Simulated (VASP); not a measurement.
# Al (Fm-3m) in VASP: notebook

The runs below take Al through elastic constants, phonons, with PBE, PBEsol.

All numbers are computed with VASP 6.6.1; they aren't measurements. Logs are shortened: lines on timing, memory, paths and dates and some standing lists are left out, and cuts for length are marked.

### 1 Starting point

Symmetry: Fm-3m, No. 225, cubic system. The conventional cell has a = 4.050 Å, b = 4.050 Å, c = 4.050 Å, α = 90.00°, β = 90.00°, γ = 90.00°. Around Al (site symmetry m-3m) lie 12 Al at 2.86 Å.

### 2 Elastic constants, PBE

Contents of POSCAR:

```
Al
1.0
    0.0000000000      2.0248050000      2.0248050000
    2.0248050000      0.0000000000      2.0248050000
    2.0248050000      2.0248050000      0.0000000000
Al
1
Direct
    0.0000000000      0.0000000000      0.0000000000
```

Contents of INCAR.step1:

```
PREC = Accurate ; ENCUT = 600
EDIFF = 1E-8 ; ISMEAR = -1
SIGMA = 0.05 ; LREAL = False
LASPH = True ; NELM = 60
ALGO = Normal ; ISIF = 3
LWAVE = False ; LCHARG = False
GGA = PE ; IBRION = 2
NSW = 40 ; EDIFFG = -0.002
```

Contents of INCAR.step2:

```
PREC = Accurate ; ENCUT = 600
EDIFF = 1E-8 ; ISMEAR = -1
SIGMA = 0.05 ; LREAL = False
LASPH = True ; NELM = 60
ALGO = Normal ; ISIF = 3
LWAVE = False ; LCHARG = False
GGA = PE ; IBRION = 6
NFREE = 2 ; POTIM = 0.015
NSW = 1
```

Contents of KPOINTS:

```
Automatic mesh
0
Gamma
  8 8 8
```

Potentials or basis: VASP PAW PBE potentials, release 64 (Al).

Launch:

```console
cat potpaw_PBE.64/Al/POTCAR > POTCAR
cp INCAR.step1 INCAR
mpirun -np 1 vasp_std > vasp.out
cp CONTCAR POSCAR
cp INCAR.step2 INCAR
mpirun -np 1 vasp_std > vasp.out
```

OUTCAR:

```text
PREC = Accurate
   ENCUT = 600
   EDIFF = 1E-8
   ISMEAR = -1
   LREAL = False
   LASPH = True
   NELM = 60
   ISIF = 3
   GGA = PE
   IBRION = 6
   NFREE = 2
   POTIM = 0.015
   NSW = 1

 ion  position               nearest neighbor table
   1  0.000  0.000  0.000-

  LATTYP: Found a face centered cubic cell.
 ALAT       =     4.0417971417

  Lattice vectors:

 A1 = (   0.0000000000,   2.0208985709,   2.0208985709)
 A2 = (   2.0208985709,   0.0000000000,   2.0208985709)
 A3 = (   2.0208985709,   2.0208985709,   0.0000000000)

Analysis of symmetry for initial positions (statically):
=====================================================================
 Subroutine PRICEL returns:
 Original cell was already a primitive cell.

 Routine SETGRP: Setting up the symmetry group for a
 face centered cubic supercell.

 Subroutine GETGRP returns: Found 48 space group operations
 (whereof 48 operations were pure point group operations)
 out of a pool of 48 trial point group operations.

The static configuration has the point symmetry O_h .

Analysis of symmetry for dynamics (positions and initial velocities):
=====================================================================
 Subroutine PRICEL returns:
 Original cell was already a primitive cell.

 Routine SETGRP: Setting up the symmetry group for a
 face centered cubic supercell.

 Subroutine GETGRP returns: Found 48 space group operations
 (whereof 48 operations were pure point group operations)
 out of a pool of 48 trial point group operations.

The dynamic configuration has the point symmetry O_h .

 Subroutine INISYM returns: Found 48 space group operations
 (whereof 48 operations are pure point group operations),
 and found     1 'primitive' translations

----------------------------------------------------------------------------------------

                                     Primitive cell

  volume of cell :      16.5068

  direct lattice vectors                    reciprocal lattice vectors
     0.000000000  2.020898571  2.020898571    -0.247414693  0.247414693  0.247414693
     2.020898571  0.000000000  2.020898571     0.247414693 -0.247414693  0.247414693
     2.020898571  2.020898571  0.000000000     0.247414693  0.247414693 -0.247414693

  length of vectors
     2.857982167  2.857982167  2.857982167     0.428534819  0.428534819  0.428534819

  position of ions in fractional coordinates (direct lattice)
     0.000000000  0.000000000  0.000000000

  ion indices of the primitive-cell ions
   primitive index   ion index
                 1           1

----------------------------------------------------------------------------------------

 KPOINTS: Automatic mesh

Automatic generation of k-mesh.
 Grid dimensions read from file:
 generate k-points for:    8    8    8

 Generating k-lattice:

  Cartesian coordinates                     Fractional coordinates (reciprocal lattice)
    -0.030926837  0.030926837  0.030926837     0.125000000  0.000000000  0.000000000
     0.030926837 -0.030926837  0.030926837     0.000000000  0.125000000  0.000000000
[... 92 lines left out ...]
  volume of cell :       16.51
 maximum number of plane-waves:       568
   NGX = 11   NGY = 11   NGZ = 11

--------------------------------------- Ionic step        1  -------------------------------------------

 number of electron       3.0000000 magnetization

 Free energy of the ion-electron system (eV)
  ---------------------------------------------------
  ext. energy  EPLUGINS =         0.00000000
  ---------------------------------------------------
  free energy    TOTEN  =        -3.74257089 eV

  energy without entropy =       -3.73845175  energy(sigma->0) =       -3.74051132

------------------------ aborting loop because EDIFF is reached ----------------------------------------

  FORCE on cell =-STRESS in cart. coord.  units (eV):
  Direction    XX          YY          ZZ          XY          YZ          ZX
  --------------------------------------------------------------------------------------
  -------------------------------------------------------------------------------------
  Total        0.0002488      0.0002488      0.0002488      0.0000000      0.0000000      0.0000000
  in kB        0.0241449      0.0241449      0.0241449      0.0000000      0.0000000      0.0000000
  external PRESSURE =       0.0241449 kB  Pullay stress =       0.0000000 kB
[... 86 lines left out ...]
  FREE ENERGIE OF THE ION-ELECTRON SYSTEM (eV)
  ---------------------------------------------------
  free  energy   TOTEN  =        -3.7400363417 eV

  energy  without entropy=       -3.7362308144  energy(sigma->0) =       -3.73813358

[... ionic steps 4 to 12 ...]

--------------------------------------- Ionic step       13  -------------------------------------------

 number of electron       3.0000000 magnetization

------------------------ aborting loop because EDIFF is reached ----------------------------------------
[... 65 lines left out ...]
--------------------------------------- Ionic step       15  -------------------------------------------

 number of electron       3.0000000 magnetization

 Free energy of the ion-electron system (eV)
  ---------------------------------------------------
  ext. energy  EPLUGINS =         0.00000000
  ---------------------------------------------------
  free energy    TOTEN  =        -3.74257090 eV

  energy without entropy =       -3.73845176  energy(sigma->0) =       -3.74051133

 E-fermi :   8.0398     XC(G=0): -10.1941

 val. band max:        7.6723229043   @ k =  -0.2500   0.3750   0.1250
 cond. band min:       8.1321786718   @ k =   0.5000   0.2500   0.1250
 fundamental gap:      0.4598557675
 Fermi energy:         8.0398225445

 k-point     1 :       0.0000    0.0000    0.0000
  band No.  band energies     occupation
      1      -3.1347      2.00000
      2      20.6142      0.00000
      3      20.6142      0.00000
      4      20.6142      0.00000
      5      22.1033      0.00000
[... 177 lines left out ...]
 k-point    24 :      -0.3750    0.2500    0.1250
  band No.  band energies     occupation
      1       4.4513      2.00000
      2       4.7108      2.00000
      3      12.9663      0.00000
      4      13.4491      0.00000
      5      21.2961      0.00000

 [... further k-points ...]

------------------------ aborting loop because EDIFF is reached ----------------------------------------

  FORCE on cell =-STRESS in cart. coord.  units (eV):
  Direction    XX          YY          ZZ          XY          YZ          ZX
  --------------------------------------------------------------------------------------
  -------------------------------------------------------------------------------------
  Total        0.0002493      0.0002493      0.0002493     -0.0000000      0.0000000     -0.0000000
  in kB        0.0241953      0.0241953      0.0241953     -0.0000000      0.0000000     -0.0000000
  external PRESSURE =       0.0241953 kB  Pullay stress =       0.0000000 kB
[... 16 lines left out ...]
  FREE ENERGIE OF THE ION-ELECTRON SYSTEM (eV)
  ---------------------------------------------------
  free  energy   TOTEN  =        -3.7425708980 eV

  energy  without entropy=       -3.7384517556  energy(sigma->0) =       -3.74051133

 INTERNAL STRAIN TENSORS FROM STRAINED CELLS
 ============================================

 INTERNAL STRAIN TENSOR FOR ION    1 for displacements in x,y,z  (eV/Angst):
          X           Y           Z          XY          YZ          ZX
  --------------------------------------------------------------------------------
  x     0.00000    -0.00000     0.00000     0.00000     0.00000     0.00000
  y    -0.00000     0.00000     0.00000     0.00000    -0.00000     0.00000
  z     0.00000     0.00000     0.00000    -0.00000    -0.00000    -0.00000

 INTERNAL STRAIN TENSORS FROM DISPLACED ATOMS
 ============================================

 INTERNAL STRAIN TENSOR FOR ION    1 for displacements in x,y,z  (eV/Angst):
          X           Y           Z          XY          YZ          ZX
  --------------------------------------------------------------------------------
  x     0.00000     0.00000     0.00000     0.00000     0.00000     0.00000
  y     0.00000     0.00000     0.00000     0.00000     0.00000     0.00000
  z     0.00000     0.00000     0.00000     0.00000     0.00000     0.00000

 Eigenvectors and eigenvalues of the dynamical matrix
 ----------------------------------------------------

   1 f  =    0.000000 THz     0.000000 2PiTHz    0.000000 cm-1     0.000000 meV
             X         Y         Z           dx          dy          dz
      0.000000  0.000000  0.000000     0.894427    0.447214    0.000000

   2 f  =    0.000000 THz     0.000000 2PiTHz    0.000000 cm-1     0.000000 meV
             X         Y         Z           dx          dy          dz
      0.000000  0.000000  0.000000     0.447214   -0.894427    0.000000

   3 f  =    0.000000 THz     0.000000 2PiTHz    0.000000 cm-1     0.000000 meV
             X         Y         Z           dx          dy          dz
      0.000000  0.000000  0.000000     0.000000    0.000000    1.000000

--------------------------------------------------------------------------------------------------------

 ELASTIC MODULI CONTR FROM IONIC RELAXATION (kBar)
 Direction    XX          YY          ZZ          XY          YZ          ZX
 --------------------------------------------------------------------------------
 XX           0.0000      0.0000      0.0000      0.0000      0.0000      0.0000
 YY           0.0000      0.0000      0.0000      0.0000      0.0000      0.0000
 ZZ           0.0000      0.0000      0.0000      0.0000      0.0000      0.0000
 XY           0.0000      0.0000      0.0000      0.0000      0.0000      0.0000
 YZ           0.0000      0.0000      0.0000      0.0000      0.0000      0.0000
 ZX           0.0000      0.0000      0.0000      0.0000      0.0000      0.0000
 --------------------------------------------------------------------------------

 TOTAL ELASTIC MODULI (kBar)
 Direction    XX          YY          ZZ          XY          YZ          ZX
 --------------------------------------------------------------------------------
 XX        2103.2692    171.2383    171.2383      0.0000      0.0000     -0.0000
 YY         171.2383   2103.2692    171.2383      0.0000      0.0000      0.0000
 ZZ         171.2383    171.2383   2103.2692      0.0000     -0.0000      0.0000
 XY           0.0000      0.0000      0.0000    -69.6792      0.0000      0.0000
 YZ           0.0000      0.0000     -0.0000      0.0000    -69.6792      0.0000
 ZX          -0.0000      0.0000      0.0000      0.0000      0.0000    -69.6792
 --------------------------------------------------------------------------------
```

Run time: 86 s. Hardware: 1 thread of Intel Xeon Platinum 8175M at 2.50GHz (Skylake/Cascade Lake), shared host; peak memory 0.16 GiB.

Results:

* Relaxed volume: 16.51 Å³/atom
* Relaxed cell: a = 2.858 Å, b = 2.858 Å, c = 2.858 Å, α = 60.00°, β = 60.00°, γ = 60.00°
* Space group after relaxing (to 0.05 Å): Fm-3m (No. 225)
* Elastic constants C11, C12, C44: 210, 17, -7 GPa
* Voigt bulk modulus: 82 GPa

The path:
| step | energy change (eV) | largest force (eV/Å) | pressure (GPa) | volume (Å³) |
| --- | --- | --- | --- | --- |
| 1 | 0.0000 | 0.0000 | -0.47 | 16.60 |
| 2 | -0.0001 | 0.0000 | 0.10 | 16.49 |
| 3 | -0.0001 | 0.0000 | 0.00 | 16.51 |

Final structure:
```
CELL_PARAMETERS angstrom
0.00000 2.02090 2.02090
2.02090 0.00000 2.02090
2.02090 2.02090 0.00000
ATOMIC_POSITIONS crystal
Al 0.00000 0.00000 0.00000
```

Elastic tensor in Voigt notation (GPa, in the Cartesian axes of the cell as first typed):
```
210  17  17   0   0   0
 17 210  17   0   0   0
 17  17 210   0   0   0
  0   0   0  -7   0   0
  0   0   0   0  -7   0
  0   0   0   0   0  -7
```

Clamped-ion elastic tensor (GPa):
```
210  17  17   0   0   0
 17 210  17   0   0   0
 17  17 210   0   0   0
  0   0   0  -7   0   0
  0   0   0   0  -7   0
  0   0   0   0   0  -7
```

Caveat: the elastic tensor has a negative eigenvalue, so either the cell is unstable as it stands or the mesh is too thin.

(Part 1 of 2 ends here.)
